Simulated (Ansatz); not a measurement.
# B: the cost of one run

Computed with Ansatz 0.2.0 (DFT r²SCAN, scalar-relativistic, plane waves, PAW (the target; the first runs use scalar-relativistic PBE), unless a step's input says otherwise).

### 1 Starting point

The structure is trigonal, space group R-3m (No. 166). Conventional cell: a = 4.908 Å, b = 4.908 Å, c = 12.566 Å, α = 90.00°, β = 90.00°, γ = 120.00°. Around B (site symmetry m) lie 6 B at 1.71 to 1.79 Å. Around B (site symmetry m) lie 7 B at 1.78 to 2.02 Å.

Coordinates:

```cif
data_structure
_symmetry_space_group_name_H-M 'P 1'
_symmetry_Int_Tables_number 1
_cell_length_a 5.0570
_cell_length_b 5.0570
_cell_length_c 5.0570
_cell_angle_alpha 58.060
_cell_angle_beta 58.060
_cell_angle_gamma 58.060
_cell_volume 87.38
loop_
_atom_site_label
_atom_site_type_symbol
_atom_site_fract_x
_atom_site_fract_y
_atom_site_fract_z
_atom_site_occupancy
B1 B 0.01040 0.65729 0.01040 1
B2 B 0.01040 0.01040 0.65729 1
B3 B 0.65729 0.01040 0.01040 1
B4 B 0.98960 0.34271 0.98960 1
B5 B 0.98960 0.98960 0.34271 1
B6 B 0.34271 0.98960 0.98960 1
B7 B 0.22060 0.63230 0.22060 1
B8 B 0.22060 0.22060 0.63230 1
B9 B 0.63230 0.22060 0.22060 1
B10 B 0.77940 0.36770 0.77940 1
B11 B 0.77940 0.77940 0.36770 1
B12 B 0.36770 0.77940 0.77940 1
```

### 2 Relaxing cell and atoms (PBE, 6×6×6 mesh)

input.yaml reads:

```yaml
crystal:
  lattice:
    - [2.454, 1.4168175606, 4.18853]
    - [-2.454, 1.4168175606, 4.18853]
    - [0.0, -2.8336351212, 4.18853]
  atoms:
    - { symbol: B, position: [0.0104, 0.65729, 0.0104] }
    - { symbol: B, position: [0.0104, 0.0104, 0.65729] }
    - { symbol: B, position: [0.65729, 0.0104, 0.0104] }
    - { symbol: B, position: [0.9896, 0.34271, 0.9896] }
    - { symbol: B, position: [0.9896, 0.9896, 0.34271] }
    - { symbol: B, position: [0.34271, 0.9896, 0.9896] }
    - { symbol: B, position: [0.2206, 0.6323, 0.2206] }
    - { symbol: B, position: [0.2206, 0.2206, 0.6323] }
    - { symbol: B, position: [0.6323, 0.2206, 0.2206] }
    - { symbol: B, position: [0.7794, 0.3677, 0.7794] }
    - { symbol: B, position: [0.7794, 0.7794, 0.3677] }
    - { symbol: B, position: [0.3677, 0.7794, 0.7794] }
basis:
  ecutwfc: 420
  ecutrho_ratio: 4
kpoints:
  mp_grid: { grid: [6, 6, 6] }
hamiltonian:
  xc: pbe
scf:
  occupations: { method: gaussian, width: 0.05 }
output:
  forces: true
  stress: true
  eigenvalues: true
relax:
  f_tol: 0.03
  max_steps: 60
  cell: { stress_tol: 0.6 }
```

What time and memory should one allow on 8 threads of an Arm CPU, shared host?

About 6 s, with a peak of 0.55 GiB.
